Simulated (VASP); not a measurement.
N2, 2 atoms in the cell. The cell holds a molecule in a box, 2 atoms: a = 9.000 Å, b = 9.600 Å, c = 10.200 Å, α = 90.00°, β = 90.00°, γ = 90.00°. 

```yaml
Program: VASP 6.6.1
Task: relaxation of the atoms
Functional: LDA
Potentials_or_basis: VASP PAW LDA potentials, release 64 (N)
Cutoff: 520 eV
k_mesh: 1 × 1 × 1
Occupations: gaussian, width 0.01 eV
Spin: no spin polarisation
Further_INCAR_settings: ALGO = Normal; EDIFF = 1e-06; IBRION = 2; EDIFFG = -0.02; NSW = 40
```

Potentials or basis: VASP PAW LDA potentials, release 64 (N).

Run with:

```sh
$ cat potpaw_LDA.64/N/POTCAR > POTCAR
$ mpirun -np 1 vasp_gam > vasp.out
```

Hardware: 1 thread of Intel(R) Xeon(R) Platinum 8488C (Sapphire Rapids) (shared host).

Q: Estimate the wall time of this run.

A: Run time: 38 s on 1 thread of Intel(R) Xeon(R) Platinum 8488C (Sapphire Rapids), with other jobs on the host, peak memory 0.52 GiB. Counts: scf iterations 49, k points 1, ion steps 4.
